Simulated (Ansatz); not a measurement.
Runs of Ansatz 0.2.0 on Pd. Symmetry: Im-3m, No. 229, cubic system. The conventional cell has a = 3.145 Å, b = 3.145 Å, c = 3.145 Å, α = 90.00°, β = 90.00°, γ = 90.00°. Around Pd (site symmetry m-3m) lie 8 Pd at 2.72 Å. This isn't the form of Pd at room conditions, which is fcc.

| task | level | spin | cell | k mesh | cutoff (eV) | points for each segment of the path | gap on the mesh (eV) | pressure (GPa) | relaxed volume (Å³/atom) |
| --- | --- | --- | --- | --- | --- | --- | --- | --- | --- |
| relaxation of cell and atoms | RPBE+D4 | off | relaxed | 12 × 12 × 12 | 420 | - | none | 0.0 | 15.04 |
| relaxation of cell and atoms | PBEsol+D3(BJ) | off | relaxed | 12 × 12 × 12 | 420 | - | none | 0.0 | (b) |
| relaxation of cell and atoms | PBEsol+D4 | off | relaxed | 12 × 12 × 12 | 420 | - | none | 0.0 | (a) |
| relaxation of cell and atoms | RPBE+D3(BJ) | off | relaxed | 12 × 12 × 12 | 420 | - | none | 0.0 | 12.97 |
| band structure | r2SCAN | SOC, no magnetisation | as given | 9 × 9 × 9 | 500 | 14 | none | -5.7 | - |

Alike in all rows: potentials or basis Ansatz PAW; smearing fermi-dirac 0.05 eV.

Q: Estimate the missing entries.

A: (a) 14.45; (b) 14.17.

Caveats: the PAW data sets come from PBE, with cores solved anew for the run's functional, which leaves a small shift of forces and pressure; the plane-wave basis is chosen anew once the cell has moved, so the energies of steps on either side of that aren't comparable (some runs); pairwise dispersion overbinds metals, which lowers pressure and volume (some runs); the volume moved by over 15 % at a fixed basis, so the end points are rough (some runs).

A k mesh can miss the band edges, and rows without SOC leave out spin-orbit coupling on Pd.

A gap of «none» marks a metal or a gap under the smearing width.

Runs at the PBE level aren't shown here.
